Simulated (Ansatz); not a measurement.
InSe: band structure with PBEsol

**Measured values to compare with.**

“The Interaction of Hydrogen with the van der Waals Crystal γ-InSe”, 2020, pmc:7321205 reports, for a bulk crystal of InSe at 300 K: band gap 1.25 eV.

The system is InSe.

```
CELL_PARAMETERS angstrom
2.00000 1.15470 8.44000
-2.00000 1.15470 8.44000
0.00000 -2.30940 8.44000
ATOMIC_POSITIONS crystal
In 0.88860 0.88860 0.88860
In 0.00000 0.00000 0.00000
Se 0.17190 0.17190 0.17190
Se 0.38350 0.38350 0.38350
```

| Property | Result |
| --- | --- |
| Program | Ansatz 0.2.0 |
| Task | band structure |
| Functional | PBEsol |
| Potentials or basis | Ansatz PAW |
| Cutoff | 420 eV (not typed: the program's choice for these potentials) |
| k mesh | 8 × 8 × 8 |
| Occupations | fermi-dirac, width 0.05 eV |
| Spin | no spin polarisation |
| Path | [["G", "L", "B1"], ["B", "Z", "G", "X"], ["Q", "F", "P1", "Z"], ["L", "P"]] |
| Points for each segment of the path | 14 |

```
Pressure                : 0.2 GPa
Largest force           : 0.300 eV/Å
Band gap on the k mesh  : 0.34 eV, direct
Band gap along the path : 0.34 eV, direct
```

Forces in eV/Å, atoms in the order of the input:
```
In   0.000  0.000  0.300
In   0.000  0.000 -0.282
Se   0.000  0.000 -0.087
Se   0.000  0.000  0.069
```

Stress tensor (GPa, compression positive):
```
 0.49  0.00  0.00
 0.00  0.49  0.00
 0.00  0.00 -0.49
```

Levels at the corners of the path, in eV from the valence-band top:
```
point  band 25  band 26  band 27  band 28  band 29  band 30  band 31  band 32  band 33  band 34
    Γ    -1.54    -1.30    -1.30    -1.21    -1.21     1.64     2.00     4.36     4.36     5.11
    L    -3.49    -2.40    -2.35    -2.25    -1.68     1.14     1.91     3.56     3.91     4.78
   B1    -4.03    -3.70    -2.55    -2.25    -1.76     1.67     2.40     3.32     4.34     5.67
    B    -4.03    -3.70    -2.55    -2.25    -1.76     1.67     2.40     3.32     4.34     5.67
    Z    -1.37    -1.37    -1.14    -1.14     0.00     0.34     2.07     4.28     4.28     5.57
    Γ    -1.54    -1.30    -1.30    -1.21    -1.21     1.64     2.00     4.36     4.36     5.11
    X    -4.04    -3.72    -2.58    -2.23    -1.73     1.72     2.31     3.36     4.31     5.69
    Q    -4.04    -3.72    -2.58    -2.23    -1.73     1.72     2.31     3.36     4.31     5.69
    F    -3.25    -2.67    -2.51    -2.06    -1.52     1.12     1.92     3.21     3.53     4.37
   P1    -3.29    -2.60    -2.48    -2.09    -1.65     1.34     1.74     3.28     3.70     4.45
    Z    -1.37    -1.37    -1.14    -1.14     0.00     0.34     2.07     4.28     4.28     5.57
    L    -3.49    -2.40    -2.35    -2.25    -1.68     1.14     1.91     3.56     3.91     4.78
    P    -3.29    -2.60    -2.48    -2.09    -1.65     1.34     1.74     3.28     3.70     4.45
```

Wall time 31 s on 2 threads of Arm Neoverse V2, on a shared host, peak memory 0.55 GiB.

Measured gap of InSe: 1.25 eV (300 K; “The Interaction of Hydrogen with the van der Waals Crystal γ-InSe”, 2020, pmc:7321205). This calculation gives 0.34 eV (-0.91 eV). Spin-orbit coupling on In, Se is left out. The value is that of PBEsol, without temperature or zero-point motion. Semilocal functionals fall short of measured gaps as a rule.

Caveat: spin-orbit coupling is left out, which moves the levels of the heavy elements; the PAW data sets come from PBE, with cores solved anew for the run's functional, which leaves a small shift of forces and pressure.
